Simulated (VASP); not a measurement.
Set up this calculation in VASP 6.6.1, as the native input.

* Task: single point
* Functional: PBE
* Dispersion: D3(BJ)
* Potentials or basis: VASP PAW PBE potentials, release 64 (H)
* Cutoff: 520 eV
* k mesh: 1 × 1 × 1
* Occupations: fermi-dirac, width 0.02 eV
* Spin: no spin polarisation
* Dipole correction: no
* Further INCAR settings: LREAL = Auto; ALGO = Normal; EDIFF = 1e-06; NBANDS = 22

The structure of H lies in POSCAR:

```
H
1.0
    6.7824230000      0.0000000000      0.0000000000
    0.0000000000      6.7824230000      0.0000000000
    0.0000000000      0.0000000000      6.7824230000
H
16
Direct
    0.3066898069      0.8166255629      0.4273104169
    0.3152118351      0.6988800315      0.4146010946
    0.1578049614      0.4669422712      0.5238983178
    0.2273818663      0.4222089952      0.4531713814
    0.8305144047      0.0529309363     -0.0117214748
    0.8000975463     -0.0531226082     -0.0362702238
    0.1639826947      0.0014891433      0.6075262484
    0.0732923912      0.0505276654      0.6412752493
    0.4184787649      0.3578662080      1.0064692220
    0.3764731277      0.4597766904      0.9892187497
    0.4907980526      0.0741327989      0.3912760971
    0.5911014397      0.0528277284      0.3513198749
    1.0589283505      0.4423640342     -0.0020789031
    1.0588988625      0.5465598356      0.0342797847
    0.7284859703      0.7499384807      0.2068434835
    0.7235319885      0.7024480779      0.3076481664
```

The cell was built by a generator and needn't be a form met in nature.

The input as run:

INCAR

```
SYSTEM = H
PREC = Accurate
ENCUT = 520
EDIFF = 1E-6
ISMEAR = -1
SIGMA = 0.02
LREAL = Auto
LASPH = .TRUE.
NELM = 100
ALGO = Normal
ISIF = 2
LWAVE = .FALSE.
LCHARG = .FALSE.
GGA = PE
IVDW = 12
NBANDS = 22
```

KPOINTS

```
Automatic mesh
0
G
  1 1 1
  0 0 0
```

Potentials or basis: VASP PAW PBE potentials, release 64 (H).

Command:

```bash
$ cat potpaw_PBE.64/H/POTCAR > POTCAR
$ mpirun -np 1 vasp_gam > vasp.out
```

Results of the run:

The pressure is 0.0 GPa, the largest force is 1.669 eV/Å and the band gap on the k mesh is 8.73 eV, direct. The dispersion energy per atom is -0.011 eV.

Run time: 8.5 s on 1 thread of Intel(R) Xeon(R) 6975P-C (Granite Rapids), with other jobs on the host, peak memory 0.31 GiB.
